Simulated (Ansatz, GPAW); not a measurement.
## benzoquinonedithiol between two Pd chains: relaxation, then transmission at several levels

Aim: the conductance of benzoquinonedithiol between two Pd chains after relaxation, and whether geometry, basis or functional moves it most.

Main program and level: GPAW 26.7.0 and Ansatz 0.2.0; Ansatz plane waves; relaxation of the junction with the lead ends held; PAW set soft_1, in the first sound run; inputs show where later runs differ.

Most raw output is cut from this account.

**1. The structure**

The cell holds 28 atoms: 16 Pd, 2 S, 2 H, 6 C and 2 O. Cell: a = 11.831 Å, b = 9.000 Å, c = 46.887 Å, α = 90.0°, β = 90.0°, γ = 90.0°. Regions: left lead, 8 atoms (8 Pd); channel, 12 atoms (2 S, 2 H, 6 C and 2 O); right lead, 8 atoms (8 Pd). Vacuum lies along a and b. The structure is stacked along c, and the current runs across the ab planes.

**2. Relaxation**

Transmission follows bond lengths closely, so the atoms between the held lead ends are relaxed first, from a slightly shaken start that lets symmetry break.

The input, input.yaml:

```yaml
crystal:
  lattice:
    - [11.8310036359, 0.0, 0.0]
    - [0.0, 9.0, 0.0]
    - [0.0, 0.0, 46.8873084144]
  atoms:
    - { symbol: Pd, position: [0.5, 0.5, 0.0266596664] }
    - { symbol: Pd, position: [0.5, 0.5, 0.0799789992] }
    - { symbol: Pd, position: [0.5, 0.5, 0.1332983319] }
    - { symbol: Pd, position: [0.5, 0.5, 0.1866176647] }
    - { symbol: Pd, position: [0.5, 0.5, 0.2399369975] }
    - { symbol: Pd, position: [0.5, 0.5, 0.2932563302] }
    - { symbol: Pd, position: [0.4969397791, 0.5004378597, 0.3464278637] }
    - { symbol: Pd, position: [0.4986707427, 0.5009711253, 0.4004890028] }
[... 16 atom lines left out ...]
    - { symbol: Pd, position: [0.5, 0.5, 0.8133823353] }
    - { symbol: Pd, position: [0.5, 0.5, 0.8667016681] }
    - { symbol: Pd, position: [0.5, 0.5, 0.9200210008] }
    - { symbol: Pd, position: [0.5, 0.5, 0.9733403336] }
kpoints:
  mp_grid: { grid: [1, 1, 2] }
hamiltonian:
  xc: pbe
  pseudopotentials: { kind: paw, azcp: { folder: soft_1 } }
scf:
  occupations: { method: fermi_dirac, width: 0.1 }
relax:
  f_tol: 0.03
  max_steps: 80
  constraints: [{ sites: [0, 1, 2, 3, 4, 5, 22, 23, 24, 25, 26, 27] }]
```

Run with:

```sh
$ ansatz run input.yaml --threads 4 --pin off --max-ram 8192MiB --backend cpu --events-out ev --progress --plain --runs-dir out
```

The job ended after 5.7 min (4 threads of Arm Neoverse V1, shared host; peak memory 5.6 GiB).

The steps of the relaxation:

```
step  energy less that of the first step (eV)  largest force component (eV/Å)
   1                                   0.0000                          6.2289
   2                                  -1.0399                          3.6816
   3                                  -1.2965                          1.5295
   4                                  -1.4207                          0.4168
   5                                  -1.4721                          0.2634
   6                                  -1.4835                          0.0873
   7                                  -1.4879                          0.0194
   8                                  -1.4891                          0.0225
```

The atoms that moved most (Å):

```
atom      dx      dy      dz  length
 O15  -0.096  -0.037   0.705   0.713
 O14   0.143  -0.046  -0.647   0.664
 Pd8   0.630   0.001  -0.010   0.630
 H10   0.486  -0.017   0.387   0.621
 H19  -0.477  -0.014  -0.389   0.616
  S9   0.529   0.033  -0.273   0.596
 S20  -0.503   0.009   0.319   0.596
Pd21  -0.586  -0.012  -0.032   0.587
```

This step gave:

```yaml
free_energy: -116000.1769 eV
smearing_term_ts: 1.794 eV
symmetry_operations: 1
```

The relaxation lowered the energy of the cell by 1.49 eV.

**3. Plane waves, PBE**

Plane waves give the reference curve, free of the bias of atom-centred orbitals.

This step: Ansatz plane waves; Landauer transmission by layers, zero bias; PAW set soft_1 (Ansatz 0.2.0).

The input, input.yaml:

```yaml
crystal:
  lattice:
    - [11.8310036359, 0.0, 0.0]
    - [0.0, 9.0, 0.0]
    - [0.0, 0.0, 46.8873084144]
  atoms:
    - { symbol: Pd, position: [0.5, 0.5, 0.0266596664] }
    - { symbol: Pd, position: [0.5, 0.5, 0.0799789992] }
    - { symbol: Pd, position: [0.5, 0.5, 0.1332983319] }
    - { symbol: Pd, position: [0.5, 0.5, 0.1866176647] }
    - { symbol: Pd, position: [0.5, 0.5, 0.2399369975] }
    - { symbol: Pd, position: [0.5, 0.5, 0.2932563302] }
    - { symbol: Pd, position: [0.4778544896, 0.4995834017, 0.3473337118] }
    - { symbol: Pd, position: [0.5519010551, 0.5010586771, 0.4002664776] }
[... 16 atom lines left out ...]
    - { symbol: Pd, position: [0.5, 0.5, 0.8133823353] }
    - { symbol: Pd, position: [0.5, 0.5, 0.8667016681] }
    - { symbol: Pd, position: [0.5, 0.5, 0.9200210008] }
    - { symbol: Pd, position: [0.5, 0.5, 0.9733403336] }
kpoints:
  mp_grid: { grid: [1, 1, 2] }
hamiltonian:
  xc: pbe
  pseudopotentials: { kind: paw, azcp: { folder: soft_1 } }
scf:
  occupations: { method: fermi_dirac, width: 0.1 }
output:
  transmission:
    leads: [[0, 1]]
    e_range: [-2, 2]
    de: 0.025
    kmesh: [1, 1]
    reduced_basis: true
  write_potential: true
  write_density: true
  volumetric_format: npy
  elf: true
```

The job ended after 1.7 h (4 threads; peak memory 6.6 GiB; 5.6 h of CPU time).

This step gave:

```
free energy                                             : -116000.1767 eV
lead level                                              : 0 eV from the Fermi level
transmission at the Fermi level (one spin)              : 0.3927
open channels of the lead at the Fermi level (one spin) : 4
step of the potential along the lead                    : 2.2 meV
offset of the lead                                      : 0 Å
filling of the lead less its bulk value, in size        : 10.7 meV
conductance                                             : 0.4499 G₀
```

One spin. The transmission, zone mean by energy, zero at the Fermi level:

```
energy (eV)  transmission, zone mean
     -2.000                  0.00846
     -1.900                    0.275
     -1.875                    0.991
     -1.800                    0.666
     -1.750                     1.02
     -1.700                    0.591
     -1.600                    0.184
     -1.500                    0.172
     -1.400                    0.245
     -1.300                    0.330
     -1.200                    0.320
     -1.100                    0.200
     -1.000                   0.0587
     -0.900                    0.695
     -0.800                   0.0749
     -0.700                    0.649
     -0.675                     1.02
     -0.600                    0.321
     -0.575                     1.01
     -0.500                   0.0880
     -0.400                    0.385
     -0.300                     1.74
     -0.200                    0.557
     -0.100                    0.446
      0.000                    0.393
      0.100                   0.0213
      0.200                  0.00659
      0.300                  0.00426
      0.400                  0.00317
      0.500                  0.00249
      0.600                  0.00201
      0.700                  0.00162
      0.800                  0.00131
      0.900                  0.00104
      1.000                   8.2e-4
      1.100                   6.3e-4
      1.200                   4.6e-4
      1.300                   3.2e-4
      1.400                   2.0e-4
      1.500                   1.1e-4
      1.600                   3.9e-5
      1.700                   3.0e-6
      1.800                   1.0e-5
      1.900                   7.6e-5
      2.000                   2.2e-4
```

One spin. Table of open channels, zone mean by energy, zero at the Fermi level:

energy (eV), open channels, zone mean and a bar from the least value:
```
   -2.000       3.00 ###############
   -1.900       3.00 ###############
   -1.800       3.00 ###############
   -1.700       3.00 ###############
   -1.600       3.00 ###############
   -1.500       3.00 ###############
   -1.400       3.00 ###############
   -1.300       3.00 ###############
   -1.200       3.00 ###############
   -1.100       5.00 ##############################
   -1.000       5.00 ##############################
   -0.900       5.00 ##############################
   -0.800       5.00 ##############################
   -0.700       5.00 ##############################
   -0.600       5.00 ##############################
   -0.500       4.00 ######################
   -0.400       4.00 ######################
   -0.300       4.00 ######################
   -0.200       4.00 ######################
   -0.100       4.00 ######################
    0.000       4.00 ######################
    0.100       4.00 ######################
    0.200       1.00 
    0.300       1.00 
    0.400       1.00 
    0.500       1.00 
    0.600       1.00 
    0.700       1.00 
    0.800       1.00 
    0.900       1.00 
    1.000       1.00 
    1.100       1.00 
    1.200       1.00 
    1.300       1.00 
    1.400       1.00 
    1.500       1.00 
    1.600       1.00 
    1.700       1.00 
    1.800       1.00 
    1.900       1.00 
    2.000       1.00
```

Crystal 0, spin -, k parallel (0, 0); distinct values, listed up to 1.5 1/Å. The Im kz of the slowest decaying states by energy, zero at the Fermi level:

| energy (eV) | decay 1 (Å⁻¹) | decay 2 (Å⁻¹) | decay 3 (Å⁻¹) | decay 4 (Å⁻¹) |
| --- | --- | --- | --- | --- |
| -2.000 | 0.728 | 0.818 | 0.819 | 1.32 |
| -1.800 | 0.679 | 0.728 | 0.728 | 1.30 |
| -1.600 | 0.613 | 0.614 | 0.625 | 1.28 |
| -1.400 | 0.452 | 0.452 | 0.565 | 1.26 |
| -1.200 | 0.0712 | 0.0741 | 0.497 | 1.24 |
| -1.000 | 0.419 | 1.22 | 1.26 | 1.26 |
| -0.800 | 0.320 | 1.20 | 1.24 | 1.24 |
| -0.600 | 0.174 | 1.18 | 1.22 | 1.22 |
| -0.400 | 0.395 | 0.396 | 1.15 | 1.20 |
| -0.200 | 0.552 | 0.552 | 1.13 | 1.18 |
| 0.000 | 0.656 | 1.11 | 1.15 | 1.16 |
| 0.200 | 0.0872 | 0.0872 | 0.102 | 0.735 |
| 0.400 | 0.177 | 0.177 | 0.225 | 0.797 |
| 0.600 | 0.228 | 0.228 | 0.302 | 0.850 |
| 0.800 | 0.263 | 0.263 | 0.362 | 0.894 |
| 1.000 | 0.288 | 0.289 | 0.411 | 0.933 |
| 1.200 | 0.306 | 0.307 | 0.455 | 0.966 |
| 1.400 | 0.319 | 0.320 | 0.492 | 0.953 |
| 1.600 | 0.326 | 0.327 | 0.526 | 0.930 |
| 1.800 | 0.327 | 0.330 | 0.555 | 0.907 |
| 2.000 | 0.324 | 0.327 | 0.582 | 0.884 |

Crystal 0, spin -, k parallel (0, 0). Table of Re kz of states that move upwards by energy, zero at the Fermi level:

```csv
energy (eV),channel 1 (Å⁻¹),channel 2 (Å⁻¹),channel 3 (Å⁻¹),channel 4 (Å⁻¹),channel 5 (Å⁻¹)
-2.0000,-0.781,-0.781,0.603,-,-
-1.7500,-0.694,-0.694,0.646,-,-
-1.5000,-0.616,-0.616,0.689,-,-
-1.2500,-0.542,-0.542,0.735,-,-
-1.0000,-0.470,-0.470,0.487,0.487,0.783
-0.7500,-0.399,-0.398,0.819,0.819,0.837
-0.5000,-0.325,-0.325,0.0752,0.899,-
-0.2500,-0.244,-0.243,0.307,0.975,-
0.0000,-0.141,-0.141,0.425,1.08,-
0.2500,0.513,-,-,-,-
0.5000,0.584,-,-,-,-
0.7500,0.644,-,-,-,-
1.0000,0.695,-,-,-,-
1.2500,0.740,-,-,-,-
1.5000,0.781,-,-,-,-
1.7500,0.818,-,-,-,-
2.0000,0.853,-,-,-,-
```

The electrostatic potential energy of an electron (with the applied field's), less the Fermi level, planar mean oscillates, so the rows of the table below give means over windows of 2.49 Å about each position, cut where the curve ends. Its first 14 maxima inside the range that stand out by 2 % of the span (Å: eV): 2.5: 5.11, 5.0: 5.11, 7.5: 5.11, 10.0: 5.11, 12.5: 5.13, 15.1: 5.12, 17.6: 5.11, 19.6: 4.85, 21.2: 5.26, 23.4: 4.55, 25.6: 5.26, 27.3: 4.85, 29.3: 5.12, 31.8: 5.12. Its first 14 minima: 1.3: 3.84, 3.8: 3.84, 6.3: 3.84, 8.8: 3.83, 11.3: 3.85, 13.8: 3.84, 16.3: 3.84, 18.8: 3.99, 20.2: 4.56, 22.6: 3.87, 24.3: 3.87, 26.7: 4.56, 28.1: 3.99, 30.6: 3.84.

The electrostatic potential energy of an electron (with the applied field's), less the Fermi level, planar mean by z; means over each step:

```
z (Å)  electrostatic potential energy of an electron (with the applied field's), less the Fermi level, planar mean (eV)
 1.25                                                                                                              4.51
 3.74                                                                                                              4.51
 6.23                                                                                                              4.51
 8.71                                                                                                              4.51
11.21                                                                                                              4.52
13.70                                                                                                              4.52
16.19                                                                                                              4.52
18.68                                                                                                              4.57
21.17                                                                                                              4.68
23.66                                                                                                              4.12
26.15                                                                                                              4.80
28.64                                                                                                              4.59
31.13                                                                                                              4.53
33.62                                                                                                              4.53
36.10                                                                                                              4.52
38.59                                                                                                              4.51
41.09                                                                                                              4.51
43.58                                                                                                              4.51
46.07                                                                                                              4.35
```

The valence density, planar mean oscillates, so the rows of the table below give means over windows of 2.49 Å about each position, cut where the curve ends. Its first 14 maxima inside the range that stand out by 2 % of the span (Å: e/Å³): 1.3: 0.162, 3.8: 0.163, 6.3: 0.163, 8.8: 0.164, 11.3: 0.164, 13.8: 0.164, 16.3: 0.164, 18.8: 0.166, 22.7: 0.122, 24.2: 0.122, 28.1: 0.166, 30.6: 0.164, 33.1: 0.164, 35.6: 0.164. Its first 14 minima: 2.5: 0.0113, 5.0: 0.0113, 7.5: 0.0113, 10.0: 0.0113, 12.5: 0.0114, 15.1: 0.0108, 17.6: 0.0106, 21.1: 0.0291, 23.4: 0.0737, 25.8: 0.0291, 29.3: 0.0106, 31.8: 0.0108, 34.4: 0.0114, 36.9: 0.0113.

Table of valence density, planar mean by z; means over each step:

| z (Å) | valence density, planar mean (e/Å³) |
| --- | --- |
| 1.25 | 0.0678 |
| 3.74 | 0.0678 |
| 6.23 | 0.0678 |
| 8.71 | 0.0678 |
| 11.21 | 0.0678 |
| 13.70 | 0.0678 |
| 16.19 | 0.0677 |
| 18.68 | 0.0727 |
| 21.17 | 0.0474 |
| 23.66 | 0.101 |
| 26.15 | 0.0387 |
| 28.64 | 0.0693 |
| 31.13 | 0.0674 |
| 33.62 | 0.0678 |
| 36.10 | 0.0678 |
| 38.59 | 0.0678 |
| 41.09 | 0.0678 |
| 43.58 | 0.0678 |
| 46.07 | 0.0837 |

Electrostatic potential energy in the ca plane at fractional y = 0.498, with atoms of Pd and S and H and C and O within 0.2 Å of it. With pseudopotentials it is smooth inside the atoms' cores, unlike the true potential.

Values in eV, 13 rows by 16 columns, each cell a mean:
```
  1   1   1   1   1   1   1   2   2   2   2   2   2   2   2   2
  1   1   1   1   1   1   1   1   2   2   2   3   3   3   2   2
  1   1   1   1   1   1   1   1   1   1   2   3  -1   2   3   2
  1   1   1   1   1   1   0   0   1   0  -2   0 -35 -11   2   2
  0   1   0   1   1   0  -4 -11  -2  -2 -25 -17 -43  -6 -12 -16
-17  -7 -25  -5  -8  -8 -21 -51 -12  -1 -27 -32 -28 -31 -33 -36
-40 -20 -52 -17 -41 -38 -11 -31 -19 -17 -42 -13 -11 -38 -10 -14
-10  -4 -15  -4 -21 -19  -1  -2 -33 -35 -20 -35 -34 -33  -1  -7
  1   1   1   1   0   0   1   1  -7  -7  -4 -40 -11 -20  -4   0
  1   1   1   1   1   1   1   2   2   2  -5 -33   0   0   0   1
  1   1   1   1   1   1   2   2   2   3   3   2   3   2   1   1
  1   1   1   1   1   1   2   2   2   2   3   3   3   2   2   2
  1   1   1   1   1   1   2   2   2   2   2   2   2   2   2   2
```
Columns run along c (16.0 Å, from fractional 0.25 to 0.59 of the cell; values clipped at the 3rd and 97th percentile), rows up along a (11.8 Å). Atoms in or near the plane, at fractional coordinates: Pd at (0.29, 0.50), Pd at (0.35, 0.48), Pd at (0.40, 0.55), S at (0.43, 0.42), H at (0.46, 0.65), C at (0.47, 0.47), C at (0.48, 0.58), C at (0.49, 0.38), O at (0.49, 0.28), O at (0.51, 0.72), C at (0.51, 0.62), C at (0.52, 0.42), C at (0.53, 0.53), H at (0.54, 0.35) and more.

Valence density in the ca plane at fractional y = 0.498, with atoms of Pd and S and H and C and O within 0.2 Å of it. It is the smooth field of the valence electrons, not physical close to the nuclei.

Ten steps, logarithmic in the rise over the least value, from '0' (0 e/Å³) to '9' (15 e/Å³), each cell a mean:
```
00000000000000000000000000000000000000000000
00000000000000000000000000000000000000000000
00000000000000000000000000000000000000000000
00000000000000000000000000000000000000000000
00000000000012210000000000000000000000000000
00000000000246531000000000000000000000000000
00000001001368852000000000000000000000000000
00000133322357642112211000000000000000000000
31000145544455431234432100000011100000000000
63100134555555543344343210001245421112221111
85211124554334555544344222112589852247763225
74322235553113555443444565323699963369985347
34444455543223554321235899632467642368985236
24434444555445554210125899631223211135542123
13444322355555555310013566310000000001110001
12333211356543345310001122100000000000000000
00111012577631122100000000000000000000000000
00000002577621000000000000000000000000000000
00000001244310000000000000000000000000000000
00000000011000000000000000000000000000000000
00000000000000000000000000000000000000000000
00000000000000000000000000000000000000000000
00000000000000000000000000000000000000000000
00000000000000000000000000000000000000000000
```
Columns run along c (16.0 Å, from fractional 0.41 to 0.75 of the cell), rows up along a (11.8 Å). Atoms in or near the plane, at fractional coordinates: S at (0.43, 0.42), H at (0.46, 0.65), C at (0.47, 0.47), C at (0.48, 0.58), C at (0.49, 0.38), O at (0.49, 0.28), O at (0.51, 0.72), C at (0.51, 0.62), C at (0.52, 0.42), C at (0.53, 0.53), H at (0.54, 0.35), S at (0.57, 0.58), Pd at (0.60, 0.45), Pd at (0.65, 0.52) and more.

ELF in the ca plane at fractional y = 0.498, with atoms of Pd and S and H and C and O within 0.2 Å of it. It is the smooth field of the valence electrons, not physical close to the nuclei.

Ten even steps from '0' (0.00 × 1e-1) to '9' (9.96 × 1e-1), each cell a mean:
```
00000000000000000000000000000000000000000000
00000000000000000000000000000000000000000000
00000000000000000000000000000000000000000000
00000000001222210000000000000000000000000000
00000000003677653100000000000000000000000000
00000131004788886200011000000000000000000000
00001798301685687103564100000000000000000000
11002999831377763038987300000001000000000000
21001799966633520268887410000111111111111111
42100267427844864562257411111234321112221111
33221036645547855883267322211343432234443223
33554456773103533776774344322332332243233224
36755872264225787422433323422344432243333224
47302775797576245300123323421222211123432122
57655632562387479840012344100111111111111111
48998511366544699981001221000001000001111111
36885115865740279981000110000000000000000000
13431027877872026740000000000000000000000000
00000026788873000100000000000000000000000000
00000012345542000000000000000000000000000000
00000000001110000000000000000000000000000000
00000000000000000000000000000000000000000000
00000000000000000000000000000000000000000000
00000000000000000000000000000000000000000000
```
Columns run along c (16.0 Å, from fractional 0.41 to 0.75 of the cell), rows up along a (11.8 Å). Atoms in or near the plane, at fractional coordinates: S at (0.43, 0.42), H at (0.46, 0.65), C at (0.47, 0.47), C at (0.48, 0.58), C at (0.49, 0.38), O at (0.49, 0.28), O at (0.51, 0.72), C at (0.51, 0.62), C at (0.52, 0.42), C at (0.53, 0.53), H at (0.54, 0.35), S at (0.57, 0.58), Pd at (0.60, 0.45), Pd at (0.65, 0.52) and more.

The largest of the program's own error estimates on the conductance is 16 %. T at the Fermi level is 0.393 of 4 open channels a spin.

(Part 1 of 3 ends here.)

[Logs are printed without paths, hosts, clocks, repeated set-up lines and the standing remarks that a program may print on its own settings, such as how far it seeks lower states.]

[Hosts, paths, dates, database ids (printed as entryN), source tags and the programs' standing remarks are cut or masked in the printed files.]
